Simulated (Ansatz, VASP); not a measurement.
## One calculation of ZnAu, two programs

```
CELL_PARAMETERS angstrom
3.14700 0.00000 0.00000
0.00000 3.14700 0.00000
0.00000 0.00000 3.14700
ATOMIC_POSITIONS crystal
Zn 0.50000 0.50000 0.50000
Au 0.00000 0.00000 0.00000
```

Alike in both runs: task single point; functional PBEsol; k mesh 16 × 16 × 16; occupations gaussian, width 0.15 eV; no spin polarisation.

```csv
,VASP,Ansatz
version,VASP 6.6.1,Ansatz 0.2.0
potentials or method,"VASP PAW PBE potentials, release 64 (Zn, Au)","scalar-relativistic, plane waves, PAW"
plane-wave cutoff (eV),520,420
valence electrons in the cell,23,31
```

Ansatz gave:

```
gap on the k mesh at the Fermi level (eV) : none
pressure (GPa)                            : -2.5
```

Question: Which values does VASP return?

Answer: gap on the k mesh at the Fermi level (eV): none; pressure (GPa): -2.3.

A gap of «none» marks a metal or a gap that the smearing closes. With one functional, cell and mesh, what is left measures potentials, basis and numerics. The two sets of potentials don't hold the same shells in valence.

Caveats: the PAW data sets were made with another functional, which shifts forces and pressure a little (VASP). Spin-orbit coupling is left out, which matters for the levels of Au.
